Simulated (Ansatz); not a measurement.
# TiO: convergence and cost

The task here is to estimate one member of a computed series from the others.

Program: Ansatz 0.2.0. Level of theory: DFT r2SCAN, scalar-relativistic, plane waves, PAW. These are calculated values, not measurements.

3 further runs of the same task are left out: 3 for a known fault of the program.

**Starting point**

Symmetry: P6_3/mmc, No. 194, hexagonal system. Conventional cell: a = 2.852 Å, b = 2.852 Å, c = 5.568 Å, α = 90.00°, β = 90.00°, γ = 120.00°. Ti (site symmetry -6m2) is surrounded by 6 O at 2.16 Å. O (site symmetry -3m) is surrounded by 6 Ti at 2.16 Å.

As a file:

```cif
data_structure
_symmetry_space_group_name_H-M 'P 1'
_symmetry_Int_Tables_number 1
_cell_length_a 2.8516
_cell_length_b 2.8516
_cell_length_c 5.5675
_cell_angle_alpha 90.000
_cell_angle_beta 90.000
_cell_angle_gamma 120.000
_cell_volume 39.21
loop_
_atom_site_label
_atom_site_type_symbol
_atom_site_fract_x
_atom_site_fract_y
_atom_site_fract_z
_atom_site_occupancy
Ti1 Ti 0.33333 0.66667 0.25000 1
Ti2 Ti 0.66667 0.33333 0.75000 1
O1 O 0.00000 0.00000 0.00000 1
O2 O 0.00000 0.00000 0.50000 1
```

The structure comes from the Materials Project (structure only); it is used as listed.

The first run:

input.yaml reads:

```yaml
crystal:
  lattice:
    - [2.8516080131, 0.0, 0.0]
    - [-1.4258040066, 2.469564981, 0.0]
    - [0.0, 0.0, 5.567503]
  atoms:
    - { symbol: Ti, position: [0.33333333, 0.66666667, 0.25], spin: 1.0 }
    - { symbol: Ti, position: [0.66666667, 0.33333333, 0.75], spin: 1.0 }
    - { symbol: O, position: [0.0, 0.0, 0.0] }
    - { symbol: O, position: [0.0, 0.0, 0.5] }
basis:
  ecutwfc: 500
kpoints:
  mp_grid: { grid: [6, 6, 4] }
hamiltonian:
  xc: r2scan
scf:
  occupations: { method: gaussian, width: 0.1 }
output:
  forces: true
  stress: true
  eigenvalues: true
  populations: true
magnetization:
  spin_polarized: true
```

Run with:

```
$ ansatz run input.yaml --threads 1 --pin off --max-ram 2560MiB --backend cpu --events-out ev --progress --plain --runs-dir out
```

Steps of the session up to this table: Probe: one point at the start; The base run; Plane-wave cutoff set to 150 eV; Plane-wave cutoff: 200 eV; Plane-wave cutoff: 250 eV; Plane-wave cutoff set to 300 eV; Plane-wave cutoff set to 350 eV; Plane-wave cutoff set to 380 eV; Plane-wave cutoff set to 460 eV; Plane-wave cutoff: 520 eV; Plane-wave cutoff: 600 eV; Plane-wave cutoff set to 700 eV; Plane-wave cutoff set to 850 eV.

One table of the session follows, with a row left open; its other results are not shown here.

```
cutoff (eV)  ΔE (meV/atom)  pressure (GPa)
        150          20527           42.90
        200           5491          -23.19
        250           1402           -9.64
        300            279           -4.36
        350           45.9           -4.98
        380           16.8           -5.26
        460           5.03           -5.34
        500           3.94           -5.33
        520              ?               ?
        600           1.48           -5.36
        700           0.63           -5.38
        850           0.00           -5.39
```

Q: Estimate the row for cutoff (eV) = 520 from the others.

Worked estimate for «ΔE (meV/atom)». A straight line through the neighbours (500, 3.94) and (600, 1.48) gives 3.94 + (1.48 − 3.94) × (520 − 500) / (600 − 500) = 3.45; a parabola fitted to 4 rows on both sides gives 3.26.

The run gave: ΔE (meV/atom): 3.36; pressure (GPa): -5.33. In «ΔE (meV/atom)» the line misses by +0.09 and the parabola by -0.10.

Limits of these values: Spin polarisation is off in the runs that give these values; a magnetic solution could lie lower. Warnings in the runs' records: cutoff below recommended, stability check not made, seeded moment not kept.
